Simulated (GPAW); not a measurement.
# Cr (Im-3m) in GPAW: reference runs

Aim: a first look at Cr with PBEsol, on the cell as given and on a disturbed one.

All numbers are computed with GPAW 26.7.0; they aren't measurements. Logs are shortened: lines on timing, memory, paths and dates and some standing lists are left out, and cuts for length are marked. The log counts tension as positive stress, the text compression.

## (1) The structure

Symmetry: Im-3m, No. 229, cubic system. The conventional cell has a = 2.969 Å, b = 2.969 Å, c = 2.969 Å, α = 90.00°, β = 90.00°, γ = 90.00°. Around Cr (site symmetry m-3m) lie 8 Cr at 2.57 Å.

## (2) Single point, PBEsol, collinear spin, ferromagnetic start

File run.py:

```python
from ase import Atoms
from ase.dft.bandgap import bandgap
from ase.io import write
from ase.units import GPa
from gpaw import GPAW, PW, setup_paths

setup_paths.insert(0, '.')

atoms = Atoms(['Cr'],
              cell=[[-1.4844496776, 1.4844496776, 1.4844496776],
                    [1.4844496776, -1.4844496776, 1.4844496776],
                    [1.4844496776, 1.4844496776, -1.4844496776]],
              scaled_positions=[[0.0, 0.0, 0.0]],
              pbc=True)
atoms.set_initial_magnetic_moments([3.0])

calc = GPAW(mode=PW(600),
            xc='PBEsol',
            kpts={'size': (12, 12, 12), 'gamma': True},
            occupations={'name': 'fermi-dirac', 'width': 0.05},
            nbands=11,
            convergence={'density': 1e-05, 'energy': 1e-05},
            maxiter=150,
            txt='gpaw.txt')
atoms.calc = calc
energy = atoms.get_potential_energy()
forces = atoms.get_forces()
stress = atoms.get_stress()
calc.write('gs.gpw')
write('result.traj', atoms)
print(f'Energy: {energy:.6f} eV')
print('Forces (eV/A):')
print(forces.round(4))
print('Stress (GPa):', (stress / GPa).round(3))
print('Moments:', calc.get_magnetic_moments().round(3))
print('Fermi level:', round(calc.get_fermi_level(), 4), 'eV')
print(f'Gap: {bandgap(calc)[0]:.4f} eV, direct: {bandgap(calc, direct=True)[0]:.4f} eV')
```

Potentials or basis: PAW data sets generated in the run's folder for this functional, pw.

Command:

```
> gpaw-setup -f PBEsol Cr
> OMP_NUM_THREADS=1 python run.py
```

gpaw.txt:

```text
__  _  _
 | _ |_)|_||  |
 |__||  | ||/\| - 26.7.0

Input parameters:
  mode=PW(ecut=600.0),
  convergence={'density': 1e-05, 'energy': 1e-05},
  kpts=MonkhorstPack(size=(12, 12, 12), gamma=True),
  maxiter=150,
  nbands=11,
  occupations=Occupations(name='fermi-dirac', width=0.05),
  xc=XC(name='PBEsol')

Diagonalizing LCAO Hamiltonian
Converting LCAO to pw mode

       Cr

Atoms  # Å, Bohr magnetons
|   | symbol |        x |        y |        z |    initial magnetic moments |
|---|--------|----------|----------|----------|-----------------------------|
| 0 |     Cr | 0.000000 | 0.000000 | 0.000000 | ( 0.0000,  0.0000,  3.0000) |

Unit cell  # Å
| periodic |         x |         y |         z |  lengths |     angles |
|----------|-----------|-----------|-----------|----------|------------|
|      yes | -1.484450 |  1.484450 |  1.484450 | 2.571142 | 109.471221 |
|      yes |  1.484450 | -1.484450 |  1.484450 | 2.571142 | 109.471221 |
|      yes |  1.484450 |  1.484450 | -1.484450 | 2.571142 | 109.471221 |

Number of symmetries: 48
Symmetry operations  # r_c * U_cc + t_c -> r_c
|    | kind |            matrix            |
|----|------|------------------------------|
|  0 |  σ   |  1, 1, 1,  0, 0,-1,  0,-1, 0 |
|  1 |  C4  |  1, 1, 1,  0, 0,-1, -1, 0, 0 |
|  2 |  C2  |  1, 1, 1,  0,-1, 0,  0, 0,-1 |
|  3 |  S6  |  1, 1, 1,  0,-1, 0, -1, 0, 0 |
|  4 |  S6  |  1, 1, 1, -1, 0, 0,  0, 0,-1 |
|  5 |  C4  |  1, 1, 1, -1, 0, 0,  0,-1, 0 |
|  6 |  E   |  1, 0, 0,  0, 1, 0,  0, 0, 1 |
|  7 |  σ   |  1, 0, 0,  0, 1, 0, -1,-1,-1 |
|  8 |  σ   |  1, 0, 0,  0, 0, 1,  0, 1, 0 |
|  9 |  C3  |  1, 0, 0,  0, 0, 1, -1,-1,-1 |
| 10 |  C3  |  1, 0, 0, -1,-1,-1,  0, 1, 0 |
| 11 |  σ   |  1, 0, 0, -1,-1,-1,  0, 0, 1 |
| 12 |  σ   |  0, 1, 0,  1, 0, 0,  0, 0, 1 |
| 13 |  C2  |  0, 1, 0,  1, 0, 0, -1,-1,-1 |
| 14 |  C3  |  0, 1, 0,  0, 0, 1,  1, 0, 0 |
| 15 |  S4  |  0, 1, 0,  0, 0, 1, -1,-1,-1 |
| 16 |  S4  |  0, 1, 0, -1,-1,-1,  1, 0, 0 |
| 17 |  C3  |  0, 1, 0, -1,-1,-1,  0, 0, 1 |
| 18 |  C3  |  0, 0, 1,  1, 0, 0,  0, 1, 0 |
| 19 |  S4  |  0, 0, 1,  1, 0, 0, -1,-1,-1 |
| 20 |  σ   |  0, 0, 1,  0, 1, 0,  1, 0, 0 |
| 21 |  C3  |  0, 0, 1,  0, 1, 0, -1,-1,-1 |
| 22 |  C2  |  0, 0, 1, -1,-1,-1,  1, 0, 0 |
| 23 |  S4  |  0, 0, 1, -1,-1,-1,  0, 1, 0 |
| 24 |  C4  |  0, 0,-1,  1, 1, 1,  0,-1, 0 |
| 25 |  σ   |  0, 0,-1,  1, 1, 1, -1, 0, 0 |
| 26 |  S6  |  0, 0,-1,  0,-1, 0,  1, 1, 1 |
| 27 |  C2  |  0, 0,-1,  0,-1, 0, -1, 0, 0 |
| 28 |  C4  |  0, 0,-1, -1, 0, 0,  1, 1, 1 |
| 29 |  S6  |  0, 0,-1, -1, 0, 0,  0,-1, 0 |
| 30 |  S6  |  0,-1, 0,  1, 1, 1,  0, 0,-1 |
| 31 |  C4  |  0,-1, 0,  1, 1, 1, -1, 0, 0 |
| 32 |  C4  |  0,-1, 0,  0, 0,-1,  1, 1, 1 |
| 33 |  S6  |  0,-1, 0,  0, 0,-1, -1, 0, 0 |
| 34 |  σ   |  0,-1, 0, -1, 0, 0,  1, 1, 1 |
| 35 |  C2  |  0,-1, 0, -1, 0, 0,  0, 0,-1 |
| 36 |  C2  | -1, 0, 0,  1, 1, 1,  0, 0,-1 |
| 37 |  S6  | -1, 0, 0,  1, 1, 1,  0,-1, 0 |
| 38 |  S6  | -1, 0, 0,  0, 0,-1,  1, 1, 1 |
| 39 |  C2  | -1, 0, 0,  0, 0,-1,  0,-1, 0 |
| 40 |  C2  | -1, 0, 0,  0,-1, 0,  1, 1, 1 |
| 41 |  i   | -1, 0, 0,  0,-1, 0,  0, 0,-1 |
| 42 |  S4  | -1,-1,-1,  1, 0, 0,  0, 1, 0 |
| 43 |  C3  | -1,-1,-1,  1, 0, 0,  0, 0, 1 |
| 44 |  C3  | -1,-1,-1,  0, 1, 0,  1, 0, 0 |
| 45 |  σ   | -1,-1,-1,  0, 1, 0,  0, 0, 1 |
| 46 |  S4  | -1,-1,-1,  0, 0, 1,  1, 0, 0 |
| 47 |  C2  | -1,-1,-1,  0, 0, 1,  0, 1, 0 |

BZ-sampling:
  Number of BZ points: 1728
  Number of IBZ points: 72

  Monkhorst-Pack size: [12, 12, 12]
  Monkhorst-Pack shift: [0.041666666666666664, 0.041666666666666664, 0.041666666666666664]

K-points  # in reciprocal-cell coordinates
|     |                                coordinates |     weight |
|-----|--------------------------------------------|------------|
|   0 | ( -0.00000000,  -0.00000000,  -0.00000000) | 0.00057870 |
|   1 | (  0.08333333,  -0.00000000,  -0.00000000) | 0.00694444 |
|   2 | (  0.08333333,   0.08333333,  -0.08333333) | 0.00347222 |
|   3 | (  0.16666667,  -0.00000000,  -0.08333333) | 0.01388889 |
|   4 | (  0.16666667,  -0.00000000,  -0.00000000) | 0.00694444 |
|   5 | (  0.16666667,   0.08333333,  -0.08333333) | 0.01388889 |
|   6 | (  0.16666667,   0.16666667,  -0.16666667) | 0.00347222 |
|   7 | (  0.25000000,  -0.08333333,  -0.08333333) | 0.00462963 |
|   8 | (  0.25000000,  -0.00000000,  -0.08333333) | 0.02777778 |
|   9 | (  0.25000000,  -0.00000000,  -0.00000000) | 0.00694444 |
| ... |                                            |            |
|  71 | (  0.50000000,   0.50000000,   0.50000000) | 0.00057870 |

Plane wave coefficients: 466
Cutoff: 600.0 eV

Spin-components: 2 (collinear spins)
Bands:           11
Projectors:      6
Spin-degeneracy: 1
Datatype:        complex128

Parallelization:
  kpt:    1
  domain: 1
  band:   1

Density:
  Valence electrons: 6.0
  Components: 2
  Grid points: [15 15 15]
  Charge: 0.0  # |e|

Potential:
  Grid points: [15 15 15]

species:
  Cr:
    name:    Chromium
    Z:       24.0
    valence: 6
    core:    18
    charge:  0.0  # [|e|]
    compensation charges:
      type: gauss
      rc: 0.35  # [Å]
      lmax: 2
    cutoffs:
      filter: 2.14  # [Å]
      core: 3.04  # [Å]
    projectors
    | kind |    occ | energy [eV] | rcut [Å] |
    |------|--------|-------------|----------|
    |   4s |  1.000 |      -4.015 |    1.164 |
    |   4p |  0.000 |      -0.955 |    1.217 |
    |   3d |  5.000 |      -2.928 |    1.111 |
    |    s |        |      23.196 |    1.164 |
    |    p |        |      26.257 |    1.217 |
    |    d |        |      24.283 |    1.111 |

    Using partial waves for Cr as LCAO basis

Reference energy: -28553.124111  # eV

eigensolver:
  PPCG
  Converge bands: occupied
  niter=2

density mixing:
  MSR1-Mixer
  Pratt-step length: 0.05
  Maximum mixing coefficient: 0.75
  Old densities: 10
  SVD Regularization: 0.005
  Good broyden scale: 1.0
  Trust region scale: 1.0
  Backstep threshold: 4.0
  History deletion threshold: 6.0
  Fourier metric: weight=20.0, sigma=0.015

occupation numbers:
  Fermi-Dirac:
    width: 0.0500  # eV

poisson solver:
  ecut: 4800.0  # eV

xc functional:
  name: PBEsol with 2 nearest neighbor stencil

convergence criteria:
- Maximum integral of absolute [dens]ity change: 1e-05 electrons / valence electron
- Maximum [total energy] change in last 3 cyles: 1e-05 eV / valence electron
- Maximum integral of absolute [eigenst]ate change: 4e-08 eV^2 / valence electron
maximum number of iterations: 150

SCF iterations
|iter     | |      energy | eigst |  dens |  magmom |
|---------|-|-------------|-------|-------|---------|
|iter:   1| |   -8.946049 | -0.24 |       |  +2.9979|
|iter:   2| |   -8.981385 | -1.88 | -0.46 |  +2.9170|
|iter:   3| |   -9.679473 | -1.72 | -0.48 |  +1.3118|
|iter:   4| |   -9.834650 | -1.68 | -0.71 |  -0.1844|
|iter:   5| |   -9.850921 | -2.32 | -1.12 |  -0.1384|
|iter:   6| |   -9.850905 | -2.82 | -1.48 |  +0.3227|
|iter:   7| |   -9.862318 | -2.68 | -1.27 |  -0.0779|
|iter:   8| |   -9.862474 | -3.45 | -1.69 |  -0.0040|
|iter:   9| |   -9.862553 | -5.06 | -2.55 |  -0.0057|
|iter:  10| |   -9.862576 | -5.44 | -2.91 |  +0.0023|
|iter:  11| |   -9.862579c| -6.77 | -3.40 |  -0.0006|
|iter:  12| |   -9.862578c| -8.12c| -3.96 |  +0.0001|
|iter:  13| |   -9.862578c| -8.42c| -4.83 |  -0.0000|
|iter:  14| |   -9.862578c| -9.04c| -5.55c|  -0.0000|

Converged in 14 steps
Energy contributions relative to reference atoms: (reference = -28553.124111)

Energy contributions:
  Kinetic:         -26.172090
  Coulomb:          18.404734
  Zero:              0.196288
  External:          0.000000
  Xc:               -2.288550
  Entropy:          -0.005923
  Spinorbit:         0.000000
  ----------------------------
  Free energy:      -9.865540
  Extrapolated:     -9.862578

dipole moment: (-3.682222, -3.682222, -3.682222)  # |e|*Ang

Total magnetic moment: (0.000000, 0.000000, -0.000001)

Local magnetic moments
|        x |        y |        z |
|----------|----------|----------|
| 0.000000 | 0.000000 | 0.000000 |  # Cr   0

Fermi level: 9.366
Eigenvalues  # (at kpt = [-0.000, -0.000, -0.000])
| band index |      eig [eV] | occ [0-1] |      eig [eV] | occ [0-1] |
|------------|---------------|-----------|---------------|-----------|
|          0 |         2.063 |     1.000 |         2.063 |     1.000 |
|          1 |         8.646 |     1.000 |         8.646 |     1.000 |
|          2 |         8.646 |     1.000 |         8.646 |     1.000 |
|          3 |         8.646 |     1.000 |         8.646 |     1.000 |
|          4 |        10.318 |     0.000 |        10.318 |     0.000 |
|          5 |        10.318 |     0.000 |        10.318 |     0.000 |
|          6 |        21.042 |     0.000 |        21.042 |     0.000 |
|          7 |        21.042 |     0.000 |        21.042 |     0.000 |
|          8 |        21.042 |     0.000 |        21.042 |     0.000 |
|          9 |        31.205 |     0.000 |        31.205 |     0.000 |
|         10 |        31.443 |     0.000 |        31.443 |     0.000 |

No gap
No difference between direct/indirect transitions

Forces  # eV/Ang
|        x |        y |       z |
|----------|----------|---------|
| -0.00000 | -0.00000 | 0.00000 |  # Cr   0

Stress tensor  # eV/Ang^3
|         x |         y |         z |
|-----------|-----------|-----------|
|  0.202989 | -0.000000 | -0.000000 |
| -0.000000 |  0.202989 |  0.000000 |
| -0.000000 |  0.000000 |  0.202989 |

# Writing to gs.gpw (mode='')
```

Run time: 18 s. Hardware: 1 thread of Arm Neoverse V2, shared host; peak memory 0.14 GiB.

Results:

- Free energy: -9.8655 eV
- Pressure: -32.5 GPa
- Band gap on the k mesh: none (metal or under the smearing width)
- Net moment: 0.00 μB per cell

Caveat: the starting moments collapsed, and a magnetic state may lie lower; a pressure of tens of GPa on the cell as given is suspect, and the run, the potentials or the cell itself is likely at fault.

## (3) Single point, PBEsol, collinear spin, ferromagnetic start (cell strained at random at fixed volume)

Changes to run.py since step 2:

```diff
@@ -9,6 +9,6 @@
 atoms = Atoms(['Cr'],
-              cell=[[-1.4844496776, 1.4844496776, 1.4844496776],
-                    [1.4844496776, -1.4844496776, 1.4844496776],
-                    [1.4844496776, 1.4844496776, -1.4844496776]],
-              scaled_positions=[[0.0, 0.0, 0.0]],
+              cell=[[-1.480624, 1.472666, 1.422752],
+                    [1.549071, -1.496421, 1.514953],
+                    [1.466923, 1.48272, -1.446506]],
+              scaled_positions=[[0.006545, -0.004915, -0.023264]],
               pbc=True)
```

Potentials or basis: PAW data sets generated in the run's folder for this functional, pw.

Command:

```
> gpaw-setup -f PBEsol Cr
> OMP_NUM_THREADS=1 python run.py
```

gpaw.txt:

```text
__  _  _
 | _ |_)|_||  |
 |__||  | ||/\| - 26.7.0

Input parameters:
  mode=PW(ecut=600.0),
  convergence={'density': 1e-05, 'energy': 1e-05},
  kpts=MonkhorstPack(size=(12, 12, 12), gamma=True),
  maxiter=150,
  nbands=11,
  occupations=Occupations(name='fermi-dirac', width=0.05),
  xc=XC(name='PBEsol')

Diagonalizing LCAO Hamiltonian
Converting LCAO to pw mode

       Cr

Atoms  # Å, Bohr magnetons
|   | symbol |         x |         y |        z |    initial magnetic moments |
|---|--------|-----------|-----------|----------|-----------------------------|
| 0 |     Cr | -0.051431 | -0.017500 | 0.035517 | ( 0.0000,  0.0000,  3.0000) |

Unit cell  # Å
| periodic |         x |         y |         z |  lengths |     angles |
|----------|-----------|-----------|-----------|----------|------------|
|      yes | -1.480624 |  1.472666 |  1.422752 | 2.526898 | 108.653597 |
|      yes |  1.549071 | -1.496421 |  1.514953 | 2.633245 | 108.606203 |
|      yes |  1.466923 |  1.482720 | -1.446506 | 2.538248 | 110.607207 |

Number of symmetries: 1
Symmetry operations  # r_c * U_cc + t_c -> r_c
|   | kind |            matrix            |
|---|------|------------------------------|
| 0 |  E   |  1, 0, 0,  0, 1, 0,  0, 0, 1 |

BZ-sampling:
  Number of BZ points: 1728
  Number of IBZ points: 868

  Monkhorst-Pack size: [12, 12, 12]
  Monkhorst-Pack shift: [0.041666666666666664, 0.041666666666666664, 0.041666666666666664]

[... 110 lines left out ...]
|iter:   8| |   -9.854054 | -4.71 | -2.32 |  +0.0081|
|iter:   9| |   -9.854110 | -4.91 | -2.55 |  -0.0080|
|iter:  10| |   -9.854119 | -5.96 | -2.85 |  +0.0022|
|iter:  11| |   -9.854120c| -6.84 | -3.40 |  -0.0002|
|iter:  12| |   -9.854120c| -7.91c| -4.40 |  +0.0001|
|iter:  13| |   -9.854120c| -7.94c| -4.78 |  +0.0000|
|iter:  14| |   -9.854120c| -8.54c| -5.47c|  +0.0000|

Converged in 14 steps
Energy contributions relative to reference atoms: (reference = -28553.124111)

Energy contributions:
  Kinetic:         -26.065010
  Coulomb:          18.312394
  Zero:              0.196449
  External:          0.000000
  Xc:               -2.295065
  Entropy:          -0.005777
  Spinorbit:         0.000000
  ----------------------------
  Free energy:      -9.857009
  Extrapolated:     -9.854120

dipole moment: (10.843086, -3.792473, -3.146913)  # |e|*Ang

Total magnetic moment: (0.000000, 0.000000, 0.000003)

Local magnetic moments
|        x |        y |        z |
|----------|----------|----------|
| 0.000000 | 0.000000 | 0.000002 |  # Cr   0

Fermi level: 9.362
Eigenvalues  # (at kpt = [-0.000, -0.000, -0.000])
| band index |      eig [eV] | occ [0-1] |      eig [eV] | occ [0-1] |
|------------|---------------|-----------|---------------|-----------|
|          0 |         2.066 |     1.000 |         2.066 |     1.000 |
|          1 |         8.407 |     1.000 |         8.407 |     1.000 |
|          2 |         8.568 |     1.000 |         8.568 |     1.000 |
|          3 |         8.910 |     1.000 |         8.910 |     1.000 |
|          4 |        10.255 |     0.000 |        10.255 |     0.000 |
|          5 |        10.410 |     0.000 |        10.410 |     0.000 |
|          6 |        21.015 |     0.000 |        21.015 |     0.000 |
|          7 |        21.033 |     0.000 |        21.033 |     0.000 |
|          8 |        21.041 |     0.000 |        21.041 |     0.000 |
|          9 |        30.710 |     0.000 |        30.710 |     0.000 |
|         10 |        31.425 |     0.000 |        31.192 |     0.000 |

No gap
No difference between direct/indirect transitions

Forces  # eV/Ang
|       x |        y |        z |
|---------|----------|----------|
| 0.00000 | -0.00000 | -0.00000 |  # Cr   0

Stress tensor  # eV/Ang^3
|         x |         y |         z |
|-----------|-----------|-----------|
|  0.224440 | -0.001532 |  0.014296 |
| -0.001532 |  0.194723 | -0.005211 |
|  0.014296 | -0.005211 |  0.184453 |

# Writing to gs.gpw (mode='')
```

It took 2.9 min on 1 thread of Arm Neoverse V2, shared host; peak memory 0.35 GiB.

What came out:

| Quantity | Value |
| --- | --- |
| Free energy | -9.8570 eV |
| Pressure | -32.2 GPa |
| Band gap on the k mesh | none (metal or under the smearing width) |
| Net moment | 0.00 μB per cell |

Levels at points of the mesh, in eV from the Fermi level:
Spin up:
```
           k point  band 1  band 2  band 3  band 4  band 5  band 6
(0.00, 0.00, 0.00)   -7.30   -0.96   -0.79   -0.45    0.89    1.05
(0.00, 0.00, 0.50)   -3.75   -1.91    0.84    0.94    1.16    2.40
(0.00, 0.50, 0.00)   -3.78   -2.04    0.54    1.00    1.36    2.26
(0.00, 0.50, 0.50)   -3.76   -2.15    0.95    1.09    1.32    2.35
(0.50, 0.00, 0.00)   -3.76   -2.10    1.02    1.22    1.23    2.45
(0.50, 0.00, 0.50)   -3.74   -1.88    0.77    1.09    1.32    2.52
(0.50, 0.50, 0.00)   -3.75   -1.92    0.80    0.88    1.21    2.34
(0.50, 0.50, 0.50)   -3.57   -3.51    1.83    2.10    2.28    8.83
```
Spin down:
```tsv
k point	band 1	band 2	band 3	band 4	band 5	band 6
(0.00, 0.00, 0.00)	-7.30	-0.96	-0.79	-0.45	0.89	1.05
(0.00, 0.00, 0.50)	-3.75	-1.91	0.84	0.94	1.16	2.40
(0.00, 0.50, 0.00)	-3.78	-2.04	0.54	1.00	1.36	2.26
(0.00, 0.50, 0.50)	-3.76	-2.15	0.95	1.09	1.32	2.35
(0.50, 0.00, 0.00)	-3.76	-2.10	1.02	1.22	1.23	2.45
(0.50, 0.00, 0.50)	-3.74	-1.88	0.77	1.09	1.32	2.52
(0.50, 0.50, 0.00)	-3.75	-1.92	0.80	0.88	1.21	2.34
(0.50, 0.50, 0.50)	-3.57	-3.51	1.83	2.10	2.28	8.83
```

Caveat: the starting moments collapsed, and a magnetic state may lie lower; the cell as given lies far from equilibrium.

## (4) Equation of state, PBEsol, collinear spin, ferromagnetic start

File run.py:

```python
from ase import Atoms
from ase.eos import EquationOfState
from ase.io import Trajectory
from ase.units import GPa
from gpaw import GPAW, PW, setup_paths

setup_paths.insert(0, '.')

atoms = Atoms(['Cr'],
              cell=[[-1.4844496776, 1.4844496776, 1.4844496776],
                    [1.4844496776, -1.4844496776, 1.4844496776],
                    [1.4844496776, 1.4844496776, -1.4844496776]],
              scaled_positions=[[0.0, 0.0, 0.0]],
              pbc=True)
atoms.set_initial_magnetic_moments([3.0])

traj = Trajectory('eos.traj', 'w')
volumes, energies = [], []
for x in [0.94, 0.96, 0.98, 1.0, 1.02, 1.04, 1.06]:
    a = atoms.copy()
    a.set_cell(atoms.cell * x**(1 / 3), scale_atoms=True)
    calc = GPAW(mode=PW(600),
                xc='PBEsol',
                kpts={'size': (12, 12, 12), 'gamma': True},
                occupations={'name': 'fermi-dirac', 'width': 0.05},
                nbands=11,
                convergence={'density': 1e-05, 'energy': 1e-05},
                maxiter=150,
                txt=f'eos-{x:.2f}.txt')
    a.calc = calc
    energies.append(a.get_potential_energy(force_consistent=True))
    volumes.append(a.get_volume())
    p = -a.get_stress()[:3].mean() / GPa
    calc.write(f'eos-{x:.2f}.gpw')
    traj.write(a)
    print(f'{x:.2f} {volumes[-1]:10.4f} A^3 {energies[-1]:14.6f} eV {p:9.3f} GPa', flush=True)

v0, e0, B = EquationOfState(volumes, energies, eos='birchmurnaghan').fit()
print(f'V0 = {v0:.4f} A^3, E0 = {e0:.6f} eV, B0 = {B / GPa:.2f} GPa')
```

Command:

```
> gpaw-setup -f PBEsol Cr
> OMP_NUM_THREADS=1 python run.py
```

It took 1.8 min on 1 thread of Arm Neoverse V2, shared host; peak memory 0.2 GiB.

The run converged. Its results:

| Item | Value |
| --- | --- |
| Equilibrium volume | 11.12 Å³/atom (rough: see the caveat) |
| Bulk modulus | 282 GPa (rough) |

Energy against volume, from the lowest point:
| volume (Å³/atom) | energy (meV/atom) |
| --- | --- |
| 12.299 | 0.00 |
| 12.561 | 40.00 |
| 12.823 | 85.34 |
| 13.084 | 135.38 |
| 13.346 | 189.46 |
| 13.608 | 247.23 |
| 13.870 | 308.03 |

Caveat: the minimum lies outside the volumes run.
